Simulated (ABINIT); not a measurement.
# FeO (Wuestite) (R-3m) in ABINIT: relaxation of cell and atoms with PBEsol

Aim: the relaxation of cell and atoms of FeO (Wuestite) with PBEsol.

Everything below comes from runs of ABINIT 10.8.3 (patched build). Logs are shortened: lines on timing, memory, paths and dates and some standing lists are left out, and cuts for length are marked. The log counts tension as positive stress, the text compression.

### Step 1. The crystal as given

It takes space group R-3m (No. 166, trigonal). The conventional cell has a = 3.038 Å, b = 3.038 Å, c = 7.559 Å, α = 90.00°, β = 90.00°, γ = 120.00°. Around Fe (site symmetry -3m) lie 6 O at 2.16 Å. O (site symmetry -3m) has 6 Fe at 2.16 Å as nearest neighbours.

### Step 2. Relaxation of cell and atoms, PBEsol, collinear spin, ferromagnetic start

run.abi

```
# Pseudopotentials
pp_dirpath "./"
pseudos "Fe.GGA_PBE-JTH.xml, O.GGA_PBE-JTH.xml"

# Structure
acell 5.8011900809 5.8011900809 5.8011900809
rprim
     0.4947528865     0.2856457122     0.8207472866
    -0.4947528865     0.2856457122     0.8207472866
     0.0000000000    -0.5712914244     0.8207472866
ntypat 2
znucl 26 8
natom 2
typat 1 2
xred
     0.0000000000     0.0000000000     0.0000000000
     0.5000000000     0.5000000000     0.5000000000
chkprim 0
chksymtnons 0
tolsym 1.0e-6

# Plane-wave basis
ecut 26.0
pawecutdg 48.0
pawxcdev 0

# k points
kptopt 1
ngkpt 8 8 8
nshiftk 1
shiftk 0.0 0.0 0.0

# Exchange and correlation
ixc -116133

# Bands and occupations
nband 16
occopt 3
tsmear 0.05 eV

# Spin
nsppol 2
spinat
     0.0000000000     0.0000000000     3.0000000000
     0.0000000000     0.0000000000     0.0000000000

# SCF cycle
nstep 100
tolvrs 1.0e-9

# Output
iomode 3
prtwf 0
prtden 0
prteig 0
prtebands 0
enunit 1

# Relaxation
ionmov 22
ntime 60
tolmxf 0.0001
optcell 2
dilatmx 1.08
ecutsm 0.5
```

Potentials or basis: JTH PAW PBE v2.0.

Command:

```console
mpirun --bind-to none -np 4 abinit run.abi > log 2>&1
```

run.abo:

```text
.Version 10.8.3 of ABINIT
 Symmetries : space group R-3 m (#166); Bravais hR (rhombohedral)
================================================================================
 Values of the parameters that define the memory need of the present run
     intxc =       0    ionmov =      22      iscf =      17    lmnmax =      18
     lnmax =       6     mgfft =      30  mpssoang =       3    mqgrid =    3001
     natom =       2  nloc_mem =       2    nspden =       2   nspinor =       1
    nsppol =       2      nsym =      12    n1xccc =       1    ntypat =       2
    occopt =       3   xclevel =       2
       mpw =        1094          nfft =       27000          nkpt =          65
Pmy_natom=         1
 PAW method is used; the additional fine FFT grid is defined by:
   mgfftf=        40    nfftf =     64000
================================================================================
================================================================================

--------------------------------------------------------------------------------
------------- Echo of variables that govern the present computation ------------
--------------------------------------------------------------------------------
 -outvars: echo values of preprocessed input variables --------
            acell      5.8011900809E+00  5.8011900809E+00  5.8011900809E+00 Bohr
              amu      5.58470000E+01  1.59994000E+01
          chkprim           0
      chksymtnons           0
          dilatmx      1.08000000E+00
             ecut      2.60000000E+01 Hartree
           ecutsm      5.00000000E-01 Hartree
           enunit           1
           ionmov          22
                       outvar_i_n : Printing only first  50 k-points.
              ixc     -116133
                       outvar_i_n : Printing only first  50 k-points.
         kptrlatt        8    0    0      0    8    0      0    0    8
          kptrlen      4.59224886E+01
            natom           2
            nband          16
            ngfft          30      30      30
          ngfftdg          40      40      40
             nkpt          65
           nspden           2
           nsppol           2
            nstep         100
             nsym          12
            ntime          60
           ntypat           2
                       prtocc : prtvol=0, do not print more k-points.
                       1.000000  1.000000  1.000000  1.000000  1.000000  1.000000
                       1.000000  1.000000  1.000000  1.000000  1.000000  0.000000
                       0.000000  0.000000  0.000000  0.000000
                       1.000000  1.000000  1.000000  1.000000  1.000000  1.000000
                       1.000000  1.000000  1.000000  1.000000  1.000000  0.000000
                       0.000000  0.000000  0.000000  0.000000
                       1.000000  1.000000  1.000000  1.000000  1.000000  1.000000
                       1.000000  1.000000  1.000000  1.000000  1.000000  0.000000
                       0.000000  0.000000  0.000000  0.000000
                       1.000000  1.000000  1.000000  1.000000  1.000000  1.000000
                       1.000000  1.000000  1.000000  1.000000  1.000000  0.000000
                       0.000000  0.000000  0.000000  0.000000
                       1.000000  1.000000  1.000000  1.000000  1.000000  1.000000
                       1.000000  1.000000  1.000000  1.000000  1.000000  0.000000
                       0.000000  0.000000  0.000000  0.000000
                       1.000000  1.000000  1.000000  1.000000  1.000000  1.000000
                       1.000000  1.000000  1.000000  1.000000  1.000000  0.000000
[... 118 lines left out ...]
                       1.000000  1.000000  1.000000  1.000000  1.000000  1.000000
                       1.000000  1.000000  1.000000  1.000000  1.000000  0.000000
                       0.000000  0.000000  0.000000  0.000000
                       1.000000  1.000000  1.000000  1.000000  1.000000  1.000000
                       1.000000  1.000000  1.000000  1.000000  1.000000  0.000000
                       0.000000  0.000000  0.000000  0.000000
                       1.000000  1.000000  1.000000  1.000000  1.000000  1.000000
                       1.000000  1.000000  1.000000  1.000000  1.000000  0.000000
                       0.000000  0.000000  0.000000  0.000000
                       1.000000  1.000000  1.000000  1.000000  1.000000  1.000000
                       1.000000  1.000000  1.000000  1.000000  1.000000  0.000000
                       0.000000  0.000000  0.000000  0.000000
                       1.000000  1.000000  1.000000  1.000000  1.000000  1.000000
                       1.000000  1.000000  1.000000  1.000000  1.000000  0.000000
                       0.000000  0.000000  0.000000  0.000000
                       prtocc : prtvol=0, do not print more k-points.
           occopt           3
          optcell           2
        pawecutdg      4.80000000E+01 Hartree
         pawxcdev           0
           prtden           0
        prtebands           0
[... 61 lines left out ...]
 Radius for shape functions =  1.80687083
 Compensation charge density is not taken into account in XC energy/potential

- pspini: atom type   2  psp file is ./O.GGA_PBE-JTH.xml
 Pseudopotential format is: paw10
 basis_size (lnmax)=  4 (lmn_size=  8), orbitals=   0   0   1   1
 Spheres core radius: rc_sph= 1.41465230
 Shapefunction is SIN type: shapef(r)=[sin(pi*r/rshp)/(pi*r/rshp)]**2
 Radius for shape functions =  1.20231231
 Compensation charge density is not taken into account in XC energy/potential

   7.84782077E+02                                ecore*ucvol(ha*bohr**3)
--------------------------------------------------------------------------------

================================================================================

=== [ionmov=22] Limited-memory Broyden-Fletcher-Goldfarb-Shanno method
================================================================================

--- Iteration: ( 1/60) Internal Cycle: (1/1)
--------------------------------------------------------------------------------

---SELF-CONSISTENT-FIELD CONVERGENCE--------------------------------------------
[... 851 lines left out ...]
 Difference of energy with previous step (new-old):
           Absolute (Ha)=-2.44834E-08
           Relative     =-1.74334E-10

 At Broyd/MD step   8, gradients are converged :
  max grad (force/stress) = 2.0409E-05 < tolmxf= 1.0000E-04 ha/bohr (free atoms)

================================================================================

 ----iterations are completed or convergence reached----

 Mean square residual over all n,k,spin=   37.572E-15; max=  24.662E-13
 reduced coordinates (array xred) for    2 atoms
       0.000000000000      0.000000000000      0.000000000000
       0.500000000000      0.500000000000      0.500000000000
 rms dE/dt=  0.0000E+00; max dE/dt=  0.0000E+00; dE/dt below (all hartree)
    1       0.000000000000      0.000000000000      0.000000000000
    2       0.000000000000      0.000000000000      0.000000000000

 cartesian coordinates (angstrom) at end:
    1      0.00000000000000     0.00000000000000     0.00000000000000
    2      0.00000000000000    -0.00000000000000     3.67789378042460

 cartesian forces (hartree/bohr) at end:
    1     -0.00000000000000    -0.00000000000000    -0.00000000000000
    2     -0.00000000000000    -0.00000000000000    -0.00000000000000
 frms,max,avg= 0.0000000E+00 0.0000000E+00   0.000E+00  0.000E+00  0.000E+00 h/b

 cartesian forces (eV/Angstrom) at end:
    1     -0.00000000000000    -0.00000000000000    -0.00000000000000
    2     -0.00000000000000    -0.00000000000000    -0.00000000000000
 frms,max,avg= 0.0000000E+00 0.0000000E+00   0.000E+00  0.000E+00  0.000E+00 e/A
 length scales=  5.674887051561  5.674887051561  5.674887051546 bohr
              =  3.003020900097  3.003020900097  3.003020900089 angstroms
 Fermi (or HOMO) energy (eV) =   8.84637   Average Vxc (eV)= -12.40363
 Eigenvalues (   eV  ) for nkpt=  65  k points, SPIN UP:
 kpt#   1, nband= 16, wtk=  0.00195, kpt=  0.0000  0.0000  0.0000 (reduced coord)
 -80.75441  -46.90951  -46.90951  -46.90948  -12.30237    4.76188    4.76188    4.76210
   4.90475    4.90475    4.90490    5.16355    5.16355    9.01120   24.05404   25.98742
 prteigrs : prtvol=0 or 1, do not print more k-points.

 Eigenvalues (   eV  ) for nkpt=  65  k points, SPIN DOWN:
 kpt#   1, nband= 16, wtk=  0.00195, kpt=  0.0000  0.0000  0.0000 (reduced coord)
 -76.64111  -42.88707  -42.88707  -42.88707  -11.73307    5.36827    5.36827    5.36849
   8.02779    8.02779    8.02798    8.94546    8.94546    9.83131   24.10392   27.03247
 prteigrs : prtvol=0 or 1, do not print more k-points.

--- !EnergyTerms
iteration_state     : {dtset: 1, itime: 8, icycle: 1, }
comment             : Components of total free energy in Hartree
kinetic             :  1.96737295351851E+01
hartree             :  2.94381807449765E+01
xc                  : -6.23960505087286E+00
Ewald energy        : -9.64420219152202E+01
psp_core            :  6.07264652438210E+00
local_psp           : -8.29212367101557E+01
PAW spherical_terms : -1.00206920165485E+01
internal            : -1.40438998888254E+02
'-kT*entropy'       : -4.67033496150087E-04
total_energy        : -1.40439465921750E+02
total_energy_eV     : -3.82155255137602E+03
...

--- !EnergyTermsDC
iteration_state     : {dtset: 1, itime: 8, icycle: 1, }
comment             : '"Double-counting" decomposition of free energy'
band_energy         : -1.45031807302141E+01
Ewald energy        : -9.64420219152202E+01
psp_core            :  6.07264652438210E+00
xc_dc               : -2.75209028133990E+01
PAW spherical_terms : -8.04554163542624E+00
internal            : -1.40439000569877E+02
'-kT*entropy'       : -4.67033496150087E-04
total_energy_dc     : -1.40439467603374E+02
total_energy_dc_eV  : -3.82155259713533E+03
...

--- !EnergyTermsWithPAWCore
iteration_state     : {dtset: 1, itime: 8, icycle: 1, }
comment             : 'Components of total free energy, including PAW core contributions'
Total energy        : -1.34662463603549E+03
Total energy DC     : -1.34662463771712E+03
Total energy (eV)   : -3.66435230995153E+04
Total energy DC (eV): -3.66435231452747E+04
...

 Cartesian components of stress tensor (hartree/bohr^3)
  sigma(1 1)=  2.04092103E-07  sigma(3 2)=  0.00000000E+00
  sigma(2 2)=  2.04093129E-07  sigma(3 1)=  0.00000000E+00
  sigma(3 3)=  1.48451925E-07  sigma(2 1)=  0.00000000E+00

-Cartesian components of stress tensor (GPa)         [Pressure= -5.4589E-03 GPa]
- sigma(1 1)=  6.00459696E-03  sigma(3 2)=  0.00000000E+00
- sigma(2 2)=  6.00462716E-03  sigma(3 1)=  0.00000000E+00
- sigma(3 3)=  4.36760642E-03  sigma(2 1)=  0.00000000E+00

== END DATASET(S) ==============================================================
================================================================================

 -outvars: echo values of variables after computation  --------
            acell      5.6748870516E+00  5.6748870516E+00  5.6748870515E+00 Bohr
           etotal     -1.4043946760E+02
            fcart     -0.0000000000E+00 -0.0000000000E+00 -0.0000000000E+00
                      -0.0000000000E+00 -0.0000000000E+00 -0.0000000000E+00
            rprim      5.0001105647E-01  2.8868151805E-01  8.1648755321E-01
                      -5.0001105647E-01  2.8868151805E-01  8.1648755321E-01
                       0.0000000000E+00 -5.7736303610E-01  8.1648755321E-01
           strten      2.0409210250E-07  2.0409312881E-07  1.4845192495E-07
                       0.0000000000E+00  0.0000000000E+00  0.0000000000E+00
           xangst      0.0000000000E+00  0.0000000000E+00  0.0000000000E+00
                       3.4148527856E-17 -2.1253864104E-17  3.6778937804E+00
             xred      0.0000000000E+00  0.0000000000E+00  0.0000000000E+00
                       5.0000000000E-01  5.0000000000E-01  5.0000000000E-01
 Calculation completed.
```

Wall time 3.2 min (4 MPI ranks of Arm Neoverse V2, shared host); peak memory 0.52 GiB.

Results:

```
Free energy                                           : -3821.5526 eV
Relaxed volume                                        : 9.58 Å³/atom
Relaxed cell                                          : a = 3.003 Å, b = 3.003 Å, c = 3.003 Å, α = 60.00°, β = 60.00°, γ = 60.00°
Space group after relaxing (to 0.05 Å)                : Fm-3m (No. 225)
Energy gained by relaxing                             : 15.2 meV/atom
Ionic steps                                           : 8
Pressure after relaxing                               : 0.0 GPa
Band gap on the k mesh                                : none (metal or under the smearing width)
Net moment                                            : 4.00 μB per cell
Site moments                                          : Fe +3.57; O +0.30 μB
Valence electrons inside the program's atomic spheres : Fe 14.17; O 4.54
```

Step by step:
| step | energy change (eV) | largest force (eV/Å) | pressure (GPa) | volume (Å³) |
| --- | --- | --- | --- | --- |
| 1 | 0.0000 | 0.0000 | -9.30 | 20.13 |
| 2 | -0.0243 | 0.0000 | -4.26 | 19.57 |
| 3 | -0.0301 | 0.0000 | 0.35 | 19.12 |
| 4 | -0.0302 | 0.0000 | 0.02 | 19.15 |
| 5 | -0.0303 | 0.0000 | -0.17 | 19.17 |
| 6 | -0.0304 | 0.0000 | -0.27 | 19.17 |
| 7 | -0.0304 | 0.0000 | -0.05 | 19.15 |
| 8 | -0.0304 | 0.0000 | -0.01 | 19.15 |

Final structure:
```
Fe O
1.0
     1.50154    0.86692    2.45193
    -1.50154    0.86692    2.45193
     0.00000   -1.73383    2.45193
Fe O
1 1
Direct
  0.00000 0.00000 0.00000
  0.50000 0.50000 0.50000
```

Levels at points of the mesh, in eV from the Fermi level:
Spin up:
| k point | band 9 | band 10 | band 11 | band 12 | band 13 | band 14 | band 15 | band 16 |
| --- | --- | --- | --- | --- | --- | --- | --- | --- |
| (0.00, 0.00, 0.00) | -3.94 | -3.94 | -3.94 | -3.68 | -3.68 | 0.16 | 15.21 | 17.14 |
| (0.50, 0.00, 0.00) | -3.03 | -3.03 | -2.45 | -0.19 | -0.19 | 3.91 | 8.73 | 12.56 |
| (0.50, 0.50, 0.00) | -4.98 | -3.25 | -2.73 | -2.73 | -2.66 | 5.40 | 8.81 | 10.79 |
| (0.50, 0.50, 0.50) | -3.03 | -3.03 | -2.45 | -0.19 | -0.19 | 3.91 | 8.74 | 12.55 |
Spin down:
```tsv
k point	band 6	band 7	band 8	band 9	band 10	band 11	band 12	band 13
(0.00, 0.00, 0.00)	-3.48	-3.48	-3.48	-0.82	-0.82	-0.82	0.10	0.10
(0.50, 0.00, 0.00)	-8.49	-5.50	-5.50	0.44	0.44	0.66	2.93	2.93
(0.50, 0.50, 0.00)	-7.33	-4.72	-4.72	-2.36	0.70	0.83	0.83	1.22
(0.50, 0.50, 0.50)	-8.49	-5.50	-5.50	0.44	0.44	0.66	2.93	2.93
```

Caveat: the PAW data sets were made with another functional, which shifts forces and pressure a little; a cell with one magnetic atom can't hold antiferromagnetic order, which such compounds often take; semilocal functionals often make such compounds metallic where correlation or magnetic order opens a gap, which also shifts bond lengths.

### Step 3. How close it comes

Step 2. The cell as given is a measured one (10.07 Å³/atom); PBEsol puts the equilibrium volume -4.9 % from it, thermal expansion not counted.
